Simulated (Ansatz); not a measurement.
**PbO in the wurtzite structure**

The computed numbers are results of PBE, scalar-relativistic (no spin polarisation) in the plane-wave PAW code Ansatz at 420 eV, 10×10×6 k-mesh, Gaussian smearing of 0.05 eV; PAW files: Ansatz's generated set soft_2.

```xyz
4
Lattice="4.1997 0.0000 0.0000 -2.0998 3.6370 0.0000 0.0000 0.0000 5.8509" Properties=species:S:1:pos:R:3 pbc="T T T"
Pb    2.0998    1.2123    0.0844
Pb    0.0000    2.4247    3.0098
O     2.0998    1.2123    3.5737
O     0.0000    2.4247    0.6482
```

The start was a prototype's sites filled with these elements. The Crystallography Open Database lists the compound in space groups Pbcm, P4/nmm, so this is a trial structure.

Cell and atoms are those of this level's equilibrium.

The cell has space group P6_3mc (read at 0.01 Å). In it the stress is 0.02, 0.02, -0.01, 0.00, 0.00, 0.00 GPa and the largest force component 0.001 eV/Å. Each change below starts from this cell, without further relaxation. Stress is in GPa, positive in compression, in the order xx, yy, zz, yz, xz, xy; energies are counted from the cell above.

**Question.** What happens when atom 4 (O) is moved by 0.05 Å along z?

**Answer.** The energy changes by 5.3 meV per cell, and the force on it along the shift is -0.220 eV/Å (−F/u = 4.40 eV/Å²). Stress: 0.04, 0.04, 0.66, 0.00, 0.00, 0.00. The gap on the mesh goes from 1.93 eV to 1.87 eV.
```tsv
atom	Fx (eV/Å)	Fy	Fz
Pb1	0.000	0.000	0.018
Pb2	0.000	0.000	0.178
O3	0.000	0.000	0.025
O4	0.000	0.000	-0.220
```
In a harmonic crystal the energy would rise by −½F·u = ½ × 4.40 × 0.05² eV = 5.5 meV, close to the run's value; the rest is anharmonic or numerical.

**Question.** What happens when atom 3 (O) is moved by 0.12 Å along z?

**Answer.** The energy changes by 34.7 meV per cell, and the force on it along the shift is -0.648 eV/Å (−F/u = 5.40 eV/Å²). Stress: 0.09, 0.09, 1.90, 0.00, 0.00, 0.00. The gap on the mesh goes from 1.93 eV to 1.67 eV.
| atom | Fx (eV/Å) | Fy | Fz |
| --- | --- | --- | --- |
| Pb1 | 0.000 | 0.000 | 0.546 |
| Pb2 | 0.000 | 0.000 | 0.036 |
| O3 | 0.000 | 0.000 | -0.648 |
| O4 | 0.000 | 0.000 | 0.066 |
In a harmonic crystal the energy would rise by −½F·u = ½ × 5.40 × 0.12² eV = 38.9 meV, close to the run's value; the rest is anharmonic or numerical.

**Question.** What stress follows from an engineering strain of -2 % in yz, atoms carried along?

**Answer.** 0.01, 0.02, -0.01, 0.31, 0.00, 0.00 GPa; the energy changes by 1.7 meV per cell. The gap on the mesh goes from 1.93 eV to 1.89 eV.
The change of the stress over the strain gives a clamped-atom stiffness of about 15.5 GPa for this component.
In a harmonic crystal the energy would rise by V(½Cε² − σ₀ε), with σ₀ the stress of the unstrained cell, = 1.7 meV, which matches.

**Question.** What stress follows from an engineering strain of 2 % in yy, atoms carried along?

**Answer.** -1.27, -1.34, -0.97, 0.00, 0.00, 0.00 GPa; the energy changes by 7.5 meV per cell. The gap on the mesh goes from 1.93 eV to 1.91 eV.
| atom | Fx (eV/Å) | Fy | Fz |
| --- | --- | --- | --- |
| Pb1 | 0.000 | -0.034 | -0.007 |
| Pb2 | 0.000 | 0.034 | -0.007 |
| O3 | 0.000 | 0.011 | 0.007 |
| O4 | 0.000 | -0.011 | 0.007 |
The change of the stress over the strain gives a clamped-atom stiffness of about 68 GPa for this component, a secant value that lies under the elastic constant in tension and over it in compression, by several per cent for each per cent of strain.
In a harmonic crystal the energy would rise by V(½Cε² − σ₀ε), with σ₀ the stress of the unstrained cell, = 7.4 meV, which matches.

**Question.** All atoms and the cell are disturbed at random:
```xyz
4
Lattice="4.1979 -0.0448 0.0363 -2.1378 3.6433 -0.0257 0.0505 -0.0121 5.8596" Properties=species:S:1:pos:R:3 pbc="T T T"
Pb    2.1178    1.1140    0.0429
Pb   -0.0080    2.4783    3.0253
O     2.1425    1.1438    3.6830
O    -0.0688    2.4458    0.5969
```
Give the energy change, the stress and the forces.

**Answer.** 112.2 meV per cell; stress 0.25, 1.62, 2.38, 0.11, -0.23, 0.20 GPa. The gap on the mesh goes from 1.93 eV to 1.46 eV.
| atom | Fx (eV/Å) | Fy | Fz |
| --- | --- | --- | --- |
| Pb1 | -0.264 | 0.413 | 1.013 |
| Pb2 | 0.108 | -0.390 | -0.467 |
| O3 | -0.013 | 0.198 | -0.781 |
| O4 | 0.169 | -0.221 | 0.235 |

**Question.** All atoms and the cell are disturbed at random:
```
CELL_PARAMETERS angstrom
4.20526 0.00834 -0.03322
-2.09540 3.64364 0.00245
-0.04629 -0.02279 5.76376
ATOMIC_POSITIONS crystal
Pb 0.65655 0.28767 0.01630
Pb 0.36441 0.72696 0.51905
O 0.64188 0.31546 0.61262
O 0.33716 0.66991 0.10243
```
Give the energy change, the stress and the forces.

**Answer.** 267.1 meV per cell; stress 0.13, 5.07, 1.72, 0.45, 0.23, 0.19 GPa. The gap on the mesh goes from 1.93 eV to 1.66 eV.
```tsv
atom	Fx (eV/Å)	Fy	Fz
Pb1	-0.170	0.936	0.134
Pb2	-0.125	-1.521	-0.352
O3	0.160	0.960	0.062
O4	0.135	-0.376	0.156
```

Semilocal functionals underestimate band gaps, commonly by a third or more. Scalar-relativistic only: spin–orbit splittings of the heavy atoms' levels are missing.
